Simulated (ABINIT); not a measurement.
# CoO (Fm-3m) in ABINIT: single point with PBEsol

Aim: the single point of CoO with PBEsol.

All numbers are computed with ABINIT 10.8.3 (patched build); they aren't measurements. Logs are shortened: lines on timing, memory, paths and dates and some standing lists are left out, and cuts for length are marked. The log counts tension as positive stress, the text compression.

## Step 1: The undisturbed crystal

It takes space group Fm-3m (No. 225, cubic). Conventional cell: a = 4.263 Å, b = 4.263 Å, c = 4.263 Å, α = 90.00°, β = 90.00°, γ = 90.00°. Around Co (site symmetry m-3m) lie 6 O at 2.13 Å. Around O (site symmetry m-3m) lie 6 Co at 2.13 Å.

## Step 2: Single point, PBEsol, collinear spin, ferromagnetic start (cell relaxed)

run.abi reads:

```
pp_dirpath "./"
pseudos "Co.GGA_PBE-JTH.xml, O.GGA_PBE-JTH.xml"

acell 3*1.0 Angstrom
rprim
     0.0000000000     2.0872029200     2.0872029200
     2.0872029200     0.0000000000     2.0872029200
     2.0872029200     2.0872029200     0.0000000000
ntypat 2
znucl 27 8
natom 2
typat 1 2
xred
     0.0000000000     0.0000000000     0.0000000000
     0.5000000000     0.5000000000     0.5000000000
chkprim 0
chksymtnons 0
tolsym 1.0e-6

ecut 26.0
pawecutdg 48.0
pawxcdev 0

kptopt 1
ngkpt 8 8 8
nshiftk 1
shiftk 0.0 0.0 0.0

ixc -116133

nband 16
occopt 3
tsmear 0.05 eV

nsppol 2
spinat
     0.0000000000     0.0000000000     2.0000000000
     0.0000000000     0.0000000000     0.0000000000

nstep 100
tolvrs 1.0e-9

iomode 3
prtwf 0
prtden 0
prteig 0
prtebands 0
enunit 2
```

Potentials or basis: JTH PAW PBE v2.0.

Run with:

```
mpirun --bind-to none -np 4 abinit run.abi > log 2>&1
```

run.abo:

```text
.Version 10.8.3 of ABINIT
 Symmetries : space group Fm -3 m (#225); Bravais cF (face-center cubic)
================================================================================
 Values of the parameters that define the memory need of the present run
     intxc =       0    ionmov =       0      iscf =      17    lmnmax =      18
     lnmax =       6     mgfft =      27  mpssoang =       3    mqgrid =    3001
     natom =       2  nloc_mem =       2    nspden =       2   nspinor =       1
    nsppol =       2      nsym =      48    n1xccc =       1    ntypat =       2
    occopt =       3   xclevel =       2
       mpw =         791          nfft =       19683          nkpt =          29
Pmy_natom=         1
 PAW method is used; the additional fine FFT grid is defined by:
   mgfftf=        36    nfftf =     46656
================================================================================
================================================================================

--------------------------------------------------------------------------------
------------- Echo of variables that govern the present computation ------------
--------------------------------------------------------------------------------
 -outvars: echo values of preprocessed input variables --------
            acell      1.8897261259E+00  1.8897261259E+00  1.8897261259E+00 Bohr
              amu      5.89332000E+01  1.59994000E+01
          chkprim           0
      chksymtnons           0
             ecut      2.60000000E+01 Hartree
           enunit           2
              ixc     -116133
         kptrlatt        8    0    0      0    8    0      0    0    8
          kptrlen      4.46240030E+01
            natom           2
            nband          16
            ngfft          27      27      27
          ngfftdg          36      36      36
             nkpt          29
           nspden           2
           nsppol           2
            nstep         100
             nsym          48
           ntypat           2
           occopt           3
        pawecutdg      4.80000000E+01 Hartree
         pawxcdev           0
           prtden           0
        prtebands           0
           prteig           0
            prtwf           0
            rprim      0.0000000000E+00  2.0872029200E+00  2.0872029200E+00
                       2.0872029200E+00  0.0000000000E+00  2.0872029200E+00
                       2.0872029200E+00  2.0872029200E+00  0.0000000000E+00
          spgroup         225
           spinat      0.0000000000E+00  0.0000000000E+00  2.0000000000E+00
                       0.0000000000E+00  0.0000000000E+00  0.0000000000E+00
           tolsym      1.00000000E-06
           tolvrs      1.00000000E-09
           tsmear      1.83746611E-03 Hartree
            typat      1  2
           useylm           1
           xangst      0.0000000000E+00  0.0000000000E+00  0.0000000000E+00
                       2.0872029200E+00  2.0872029200E+00  2.0872029200E+00
            xcart      0.0000000000E+00  0.0000000000E+00  0.0000000000E+00
[... 177 lines left out ...]
 prteigrs : prtvol=0 or 1, do not print more k-points.

 Eigenvalues (hartree) for nkpt=  29  k points, SPIN DOWN:
 kpt#   1, nband= 16, wtk=  0.00195, kpt=  0.0000  0.0000  0.0000 (reduced coord)
  -3.02589   -1.68304   -1.68304   -1.68304   -0.33254    0.30641    0.30641    0.30641
   0.37005    0.37005    0.37005    0.40759    0.40759    0.47631    1.02557    1.10880
      occupation numbers for kpt#   1
   1.00000    1.00000    1.00000    1.00000    1.00000    1.00000    1.00000    1.00000
   1.00000    1.00000    1.00000    0.99063    0.99063    0.00000    0.00000    0.00000
 prteigrs : prtvol=0 or 1, do not print more k-points.

 Fermi (or HOMO) energy (eV) =  11.32402   Average Vxc (eV)= -12.58569
 Eigenvalues (   eV  ) for nkpt=  29  k points, SPIN UP:
 kpt#   1, nband= 16, wtk=  0.00195, kpt=  0.0000  0.0000  0.0000 (reduced coord)
 -85.25871  -48.64880  -48.64880  -48.64880   -9.54347    7.77660    7.77660    7.77660
   8.02230    8.02230    8.10977    8.10977    8.10977   12.42532   27.96287   29.58007
 prteigrs : prtvol=0 or 1, do not print more k-points.

 Eigenvalues (   eV  ) for nkpt=  29  k points, SPIN DOWN:
 kpt#   1, nband= 16, wtk=  0.00195, kpt=  0.0000  0.0000  0.0000 (reduced coord)
 -82.33854  -45.79796  -45.79796  -45.79796   -9.04899    8.33772    8.33772    8.33772
  10.06950   10.06950   10.06950   11.09097   11.09097   12.96113   27.90724   30.17200
 prteigrs : prtvol=0 or 1, do not print more k-points.

--- !EnergyTerms
iteration_state     : {dtset: 1, }
comment             : Components of total free energy in Hartree
kinetic             :  1.92663119518415E+01
hartree             :  4.10647440688308E+01
xc                  : -5.96813827281634E+00
Ewald energy        : -1.08537060557050E+02
psp_core            :  3.69442830385741E+00
local_psp           : -1.38858863658624E+02
PAW spherical_terms :  2.69657879125186E+01
internal            : -1.62372790251441E+02
'-kT*entropy'       : -1.12852855658413E-03
total_energy        : -1.62373918779998E+02
total_energy_eV     : -4.41841942019607E+03
...

--- !EnergyTermsDC
iteration_state     : {dtset: 1, }
comment             : '"Double-counting" decomposition of free energy'
band_energy         : -1.35064673447779E+01
Ewald energy        : -1.08537060557050E+02
psp_core            :  3.69442830385741E+00
xc_dc               : -3.92304505358865E+01
PAW spherical_terms : -4.79324122421164E+00
internal            : -1.62372791358068E+02
'-kT*entropy'       : -1.12852855658413E-03
total_energy_dc     : -1.62373919886625E+02
total_energy_dc_eV  : -4.41841945030892E+03
...

--- !EnergyTermsWithPAWCore
iteration_state     : {dtset: 1, }
comment             : 'Components of total free energy, including PAW core contributions'
Total energy        : -1.46720915155268E+03
Total energy DC     : -1.46720915265931E+03
Total energy (eV)   : -3.99247949265381E+04
Total energy DC (eV): -3.99247949566509E+04
...

 Cartesian components of stress tensor (hartree/bohr^3)
  sigma(1 1)=  1.82800779E-05  sigma(3 2)=  0.00000000E+00
  sigma(2 2)=  1.82800779E-05  sigma(3 1)=  0.00000000E+00
  sigma(3 3)=  1.82800779E-05  sigma(2 1)=  0.00000000E+00

-Cartesian components of stress tensor (GPa)         [Pressure= -5.3782E-01 GPa]
- sigma(1 1)=  5.37818459E-01  sigma(3 2)=  0.00000000E+00
- sigma(2 2)=  5.37818459E-01  sigma(3 1)=  0.00000000E+00
- sigma(3 3)=  5.37818459E-01  sigma(2 1)=  0.00000000E+00

== END DATASET(S) ==============================================================
================================================================================

 -outvars: echo values of variables after computation  --------
            acell      1.8897261259E+00  1.8897261259E+00  1.8897261259E+00 Bohr
           etotal     -1.6237391989E+02
            fcart     -0.0000000000E+00 -0.0000000000E+00 -0.0000000000E+00
                      -0.0000000000E+00 -0.0000000000E+00 -0.0000000000E+00
            rprim      0.0000000000E+00  2.0872029200E+00  2.0872029200E+00
                       2.0872029200E+00  0.0000000000E+00  2.0872029200E+00
                       2.0872029200E+00  2.0872029200E+00  0.0000000000E+00
           strten      1.8280077872E-05  1.8280077872E-05  1.8280077872E-05
                       0.0000000000E+00  0.0000000000E+00  0.0000000000E+00
           xangst      0.0000000000E+00  0.0000000000E+00  0.0000000000E+00
                       2.0872029200E+00  2.0872029200E+00  2.0872029200E+00
             xred      0.0000000000E+00  0.0000000000E+00  0.0000000000E+00
                       5.0000000000E-01  5.0000000000E-01  5.0000000000E-01
 Calculation completed.
```

It took 57 s on 4 MPI ranks of Intel Xeon Platinum 8375C at 2.90GHz (Ice Lake), shared host; peak memory 0.44 GiB.

What came out:

```
Free energy                                           : -4418.4195 eV
Pressure                                              : -0.5 GPa
Band gap on the k mesh                                : none (metal or under the smearing width)
Net moment                                            : 2.81 μB per cell
Site moments                                          : Co +2.48; O +0.28 μB
Valence electrons inside the program's atomic spheres : Co 15.33; O 4.53
```

Levels at points of the mesh, in eV from the Fermi level:
Spin up:
| k point | band 11 | band 12 | band 13 | band 14 | band 15 | band 16 |
| --- | --- | --- | --- | --- | --- | --- |
| (0.00, 0.00, 0.00) | -3.21 | -3.21 | -3.21 | 1.10 | 16.64 | 18.26 |
| (0.50, 0.00, 0.00) | -1.80 | 0.24 | 0.24 | 4.90 | 9.70 | 13.54 |
| (0.50, 0.50, 0.00) | -2.26 | -2.05 | -2.05 | 6.02 | 9.95 | 11.67 |
Spin down:
```
           k point  band 8  band 9  band 10  band 11  band 12  band 13
(0.00, 0.00, 0.00)   -2.99   -1.25    -1.25    -1.25    -0.23    -0.23
(0.50, 0.00, 0.00)   -5.23   -0.14    -0.14     0.19     2.71     2.71
(0.50, 0.50, 0.00)   -4.33   -2.57     0.17     0.17     0.30     0.90
```

Caveat: the PAW data sets were made with another functional, which shifts forces and pressure a little; a cell with one magnetic atom can't hold antiferromagnetic order, which such compounds often take; semilocal functionals often make such compounds metallic where correlation or magnetic order opens a gap, which also shifts bond lengths.
